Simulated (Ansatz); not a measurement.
## MoS2 at a changed volume: Electric field gradients

The cell is a COD entry, relaxed with PBE at fixed cell and then changed (volume scaled by 1.02, ions relaxed).

```yaml
crystal:
  lattice:
    - [1.59197, 0.91913, 6.16389]
    - [-1.59197, 0.91913, 6.16389]
    - [0.00000, -1.83825, 6.16389]
  atoms:
    - { symbol: Mo, position: [0.00000, 0.00000, 0.00000] }
    - { symbol: S, position: [0.24916, 0.24916, 0.24916] }
    - { symbol: S, position: [0.41755, 0.41755, 0.41755] }
```

Sites (sets of like atoms) are named by element and the number of their first atom in this list.

The numbers come from a DFT calculation in Ansatz (PBE, plane waves and PAW, scalar-relativistic, collinear spin, 420 eV cutoff, Γ-centred 16×16×16 k-points, Fermi–Dirac smearing 0.02 eV). Start moments as typed (μB): 2 on each Mo, none on the rest.

Conventions: |V_zz| ≥ |V_yy| ≥ |V_xx|, η = (V_xx − V_yy)/V_zz, C_Q = eQV_zz/h. Directions are in the Cartesian axes of the cell vectors above, for the atom listed; none is given where the gradient is under 0.02 or η is above 0.95.

```csv
site,first atom,first shell,V_zz (10²¹ V/m²),η,"direction of V_zz (x, y, z)"
Mo,1,6 S at 2.41 Å,-7.65,0.00,0.00 0.00 1.00
S2,2,3 Mo at 2.41 Å,-5.45,0.00,0.00 0.00 1.00
S3,3,3 Mo at 2.41 Å,-5.29,0.00,0.00 0.00 1.00
```

An axis of threefold or higher order runs through Mo, S2 and S3, so V_zz lies along it and η is zero.

Without spin–orbit coupling (the program notes it for Mo) the gradients can shift somewhat, as the gap is small. The start moments die out, and the run ends without spin.

The relaxation (4 steps) took 3.7 min of wall time (3.7 min of CPU time) and 1.2 GiB at its peak, on 1 thread of Intel Xeon Platinum 8488C (Sapphire Rapids) (x86_64; 16 cores open to the job, memory cap 3.0 GiB, no GPU), a shared host with a load of 0.4 a core.
